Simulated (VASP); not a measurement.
Crystal: GaN.

```xyz
4
Lattice="3.1800 0.0000 0.0000 -1.5900 2.7540 0.0000 0.0000 0.0000 5.1660" Properties=species:S:1:pos:R:3 pbc="T T T"
Ga    1.5900    0.9180    2.5830
Ga    0.0000    1.8360    0.0000
N     1.5900    0.9180    4.5203
N     0.0000    1.8360    1.9373
```

Base run:

* Program: VASP 6.6.1
* Functional: revPBE
* Potentials or basis: VASP PAW PBE potentials, release 64 (Ga_d, N)
* Cutoff: 520 eV
* k mesh: 10 × 10 × 5
* Occupations: fermi-dirac, width 0.05 eV
* Spin: no spin polarisation

Its results: band gap on the k mesh 2.02 eV, direct; pressure 10.2 GPa; largest force 0.138 eV/Å.

Problem. After a change of settings the same cell gave: band gap on the k mesh 2.03 eV, direct; pressure 11.2 GPa; largest force 0.139 eV/Å. Which change was it?
A. functional from revPBE to r2SCAN; further incar settings from ALGO = Normal; EDIFF = 1e-06; NBANDS = 26 to ALGO = Normal; EDIFF = 1e-07; NBANDS = 26
B. functional from revPBE to RPBE; further incar settings from ALGO = Normal; EDIFF = 1e-06; NBANDS = 26 to ALGO = Normal; EDIFF = 1e-07
C. functional from revPBE to PBE; occupations from fermi-dirac, width 0.05 eV to gaussian, width 0.012 eV

Solution. B.

Caveats: the PAW data sets were made with another functional, which shifts forces and pressure a little.
